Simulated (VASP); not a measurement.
A run of VASP 6.6.1 is set up as follows.

File INCAR:

```
  PREC = Accurate
  ENCUT = 520
  EDIFF = 1E-7
  ISMEAR = 0
  SIGMA = 0.1
  LREAL = False
  LASPH = True
  NELM = 60
  ALGO = Normal
  ISIF = 3
  LWAVE = False
  LCHARG = False
  GGA = PE
  IBRION = 2
  NSW = 80
  EDIFFG = -0.002
```

The input KPOINTS:

```
Automatic mesh
0
Gamma
  4 4 4
```

Contents of POSCAR:

```
Ta                                      
1.0
   -1.6594764652      1.6594764652      1.6594764652
    1.6594764652     -1.6594764652      1.6594764652
    1.6594764652      1.6594764652     -1.6594764652
  Ta            
     1
Direct
     0.0000000000000000    1.0000000000000000    0.0000000000000000
```

Potentials or basis: VASP PAW PBE potentials, release 64 (Ta_pv).

Run with:

```bash
$ cat potpaw_PBE.64/Ta_pv/POTCAR > POTCAR
$ mpirun -np 1 vasp_std > vasp.out
```

What does it give for the band gap on the k mesh?

None (metal or under the smearing width).

Final structure:
```cif
data_structure
_symmetry_space_group_name_H-M 'P 1'
_symmetry_Int_Tables_number 1
_cell_length_a 2.8743
_cell_length_b 2.8743
_cell_length_c 2.8743
_cell_angle_alpha 109.471
_cell_angle_beta 109.471
_cell_angle_gamma 109.471
_cell_volume 18.28
loop_
_atom_site_label
_atom_site_type_symbol
_atom_site_fract_x
_atom_site_fract_y
_atom_site_fract_z
_atom_site_occupancy
Ta1 Ta 0.00000 0.00000 0.00000 1
```

Caveat: the k mesh is coarse (spacing up to 0.67 Å⁻¹), so the values aren't converged; the relaxation stopped at its first step, so nothing moved. The run has no spin-orbit coupling, so splittings on Ta are missing.
